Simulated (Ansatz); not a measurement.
An Ansatz run on zincblende CdS left the output below. The cell was relaxed beforehand with r2SCAN.

Structure:
```xyz
2
Lattice="0.0000 2.9392 2.9392 2.9392 0.0000 2.9392 2.9392 2.9392 0.0000" Properties=species:S:1:pos:R:3 pbc="T T T"
Cd    0.0000    0.0000    0.0000
S     1.4696    1.4696    1.4696
```

Output, abridged:
```
Crystal: 2 atoms, lattice volume = 50.784 Å³
Basis set: ecut = 420 eV, 965 PW (Γ)
Bands: 17, of which v1, the nominal top of the filled ones, is band 13 counted from 1 (12 counted from 0)
Symmetry: 24 space group operations
Space group: F-43m (ITA 216)
k-points: 8 of 64 (time reversal used)
SCF 1 converged in 6 iterations: F = -8988.568791 eV  dr2 = 1.57e-8
Free energy (F): -8988.568791 eV
Fermi energy:    6.327879 eV
--- Per-component energies (eV) ---
  E_band       = -520.387272
  E_kinetic    = 611.369711
  E_local      = -4052.706297
  E_nonlocal   = 70.471618
  E_hartree    = 1852.950627
  E_xc         = -271.058717
  E_vxc        = -308.207127
  E_paw        = -4516.438853
  E_vpaw       = -547.223056
  E_ewald      = -2684.076661
  E_core_change = 0.919766
--- G₀W₀: contour deformation, 8 samples at zero and on the imaginary axis and 3 off it, 64 q-points, 191 empty bands' worth ---
    ik  band        ε_KS         Σx   Σc(E_QP)       V_xc       Z   E_QP_lin       E_QP  E_QP is
     0    12      6.3279   -20.7950     2.2741   -18.0850  0.7047     5.8759     5.8920  root
     0    13      6.3279   -20.7950     2.2741   -18.0850  0.7047     5.8759     5.8920  root
     0    14      7.1248    -8.5974    -3.9743   -12.9315  0.7409     7.4946     7.4847  root
     0    15     12.6500    -6.4139    -4.7723   -11.6793  0.7260    13.1662    13.1431  root
     1    12      5.9382   -20.1891     2.3538   -17.3794  0.7026     5.4642     5.4823  root
     1    13      5.9382   -20.1891     2.3538   -17.3794  0.7026     5.4642     5.4823  root
     1    14      8.8087    -8.7509    -4.1710   -13.3239  0.7327     9.2240     9.2108  root
     1    15     12.3389    -7.0089    -4.7371   -12.1657  0.7181    12.7740    12.7586  root
     2    12      5.5912   -19.6590     2.4416   -16.7428  0.6999     5.0962     5.1166  root
     2    13      5.5912   -19.6590     2.4416   -16.7428  0.6999     5.0962     5.1166  root
     2    14      9.0372    -8.0977    -4.3215   -12.8771  0.7385     9.5136     9.4951  root
     2    15     13.1287    -6.5625    -4.7690   -11.7880  0.7211    13.6024    13.5852  root
     3    12      5.3236   -19.3058     2.4841   -16.3415  0.6982     4.8222     4.8435  root
     3    13      5.3236   -19.3058     2.4841   -16.3415  0.6982     4.8222     4.8435  root
     3    14      9.6445    -8.9559    -4.1963   -13.5235  0.7248    10.0268    10.0159  root
     3    15     10.9119    -6.8815    -4.4762   -11.8239  0.7364    11.3979    11.3780  root
     6    12      4.4844   -18.0746     2.7045   -14.8590  0.6880     3.9477     3.9733  root
     6    13      4.4844   -18.0746     2.7045   -14.8590  0.6880     3.9477     3.9733  root
     6    14      9.6562    -6.3934    -3.9179   -10.5954  0.7476     9.9463     9.9402  root
     6    15     10.4339    -8.7642    -4.4545   -13.7210  0.7309    10.9602    10.9361  root
     7    12      4.0923   -16.8368     2.6462   -13.6933  0.6844     3.5704     3.5951  root
     7    13      4.1614   -18.7698     2.8897   -15.3539  0.6859     3.6069     3.6353  root
     7    14     11.4755    -9.8888    -5.0908   -15.5777  0.7040    12.1140    12.0737  root
     7    15     11.5470    -7.3331    -4.2254   -11.8773  0.7278    11.8738    11.8657  root
```

The points are ik 0 = (0, 0, 0) (Γ), ik 1 = (0, 0, 1/4), ik 2 = (0, 0, -1/2), ik 3 = (0, 1/4, 1/4), ik 6 = (0, -1/2, -1/2), ik 7 = (1/4, -1/2, -1/4); band 13 is the last filled one.

Task: What input produced it? Give the YAML.

Result:
```yaml
crystal:
  # lattice and atoms as above
kpoints:
  mp_grid: { grid: [4, 4, 4] }
hamiltonian:
  xc: lda
scf:
  occupations: { method: fixed }
gw:
  n_empty_bands: 191
  ecut_chi: 140
  qp_bands: [v2, c2]
  qp_kpoints: band_edges
  screening: { model: contour_deformation }
```
The quasiparticle table needs the gw block. The lines shown narrow the functional down without fixing it; this is the one that was run. This is the file that was run; thresholds and some counts can't be read off the log exactly.

Command: `ansatz run input.yaml --threads 2 --pin off --max-ram 3686MiB --backend cpu --events-out ev --progress --plain --runs-dir out`. Wall time 20 s on 2 threads of Intel(R) Xeon(R) Platinum 8488C (Sapphire Rapids), with other jobs on the host; peak host memory 0.63 GiB.

Calculated for a static, non-magnetic cell.

Spin-orbit coupling is left out.

For so narrow a gap this mesh doesn't settle the screening, and the bands and cutoff are finite.
